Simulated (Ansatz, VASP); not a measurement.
MgO in VASP and in Ansatz

Contents of INCAR:

```
  ALGO = Normal
  EDIFF = 1E-7
  ENCUT = 520
  GGA = PE
  ISIF = 2
  ISMEAR = 0
  LASPH = True
  LCHARG = False
  LREAL = False
  LWAVE = False
  NBANDS = 11
  NELM = 80
  PREC = Accurate
  SIGMA = 0.1
```

File KPOINTS:

```
k-points
0
Gamma
  8 8 8
```

POSCAR

```
MgO
1.0
    0.0000000000      2.1085000000      2.1085000000
    2.1085000000      0.0000000000      2.1085000000
    2.1085000000      2.1085000000      0.0000000000
Mg O
1 1
Direct
    0.0000000000      0.0000000000      0.0000000000
    0.5000000000      0.5000000000      0.5000000000
```

Input for Ansatz:

```yaml
crystal:
  lattice:
    - [0.0, 2.1085, 2.1085]
    - [2.1085, 0.0, 2.1085]
    - [2.1085, 2.1085, 0.0]
  atoms:
    - { symbol: Mg, position: [0.0, 0.0, 0.0] }
    - { symbol: O, position: [0.5, 0.5, 0.5] }
basis:
  ecutwfc: 420
kpoints:
  mp_grid: { grid: [8, 8, 8] }
hamiltonian:
  xc: pbe
scf:
  occupations: { method: gaussian, width: 0.1 }
output:
  forces: true
  stress: true
  eigenvalues: true
```

Alike in both runs: task single point; functional PBE; k mesh 8 × 8 × 8; occupations gaussian, width 0.1 eV; no spin polarisation.

|  | VASP | Ansatz |
| --- | --- | --- |
| version | VASP 6.6.1 | Ansatz 0.2.0 |
| potentials or method | VASP PAW PBE potentials, release 64 (Mg, O) | scalar-relativistic, plane waves, PAW |
| plane-wave cutoff (eV) | 520 | 420 |
| valence electrons in the cell | 8 | 16 |

|  | VASP | Ansatz | Ansatz less VASP |
| --- | --- | --- | --- |
| gap on the k mesh at the Fermi level (eV) | 4.69 | 4.71 | +0.017 |
| least direct gap on the mesh (eV) | 4.69 | 4.71 | +0.017 |
| pressure (GPa) | 3.4 | 4.1 | +0.72 |

The two sets of potentials don't hold the same shells in valence.

Expect the measured gap to be larger: semilocal functionals such as PBE lack the derivative discontinuity.
